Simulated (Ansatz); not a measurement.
**A computed series for BaSnO3: pressure series**

Consider BaSnO3 in the cubic perovskite structure (space group Pm-3m, No. 221; a = 4.1762 Å).

Cell and atoms are relaxed at each pressure.

The values are results of PBE, PAW, 420 eV (Ansatz, a program for electronic structure; scalar-relativistic without spin-orbit coupling), earlier PAW set, not measurements.

```tsv
pressure (GPa)	volume per atom (Å³/atom)
-2	14.796
0	14.567
0.3	14.535
0.7	?
1.5	14.409
3	14.261
5	14.076
7.5	13.864
10	13.668
```

Question: Fit the third-order Birch–Murnaghan form P(V) = (3B₀/2)[(V₀/V)^(7/3) − (V₀/V)^(5/3)]·[1 + (3/4)(B₀′ − 4)((V₀/V)^(2/3) − 1)] (squares taken in P) to the rows shown and predict the withheld row.

Answer: Least squares on the printed values gives V₀ = 14.567 Å³/atom, B₀ = 134 GPa, B₀′ = 5.0; this predicts 14.492 Å³/atom, and the run gives 14.493 Å³/atom, in agreement.

Load acts through the strain it causes; cell and atoms are relaxed under it. Stability against distortions was not tested. Competing high-pressure phases were not computed.
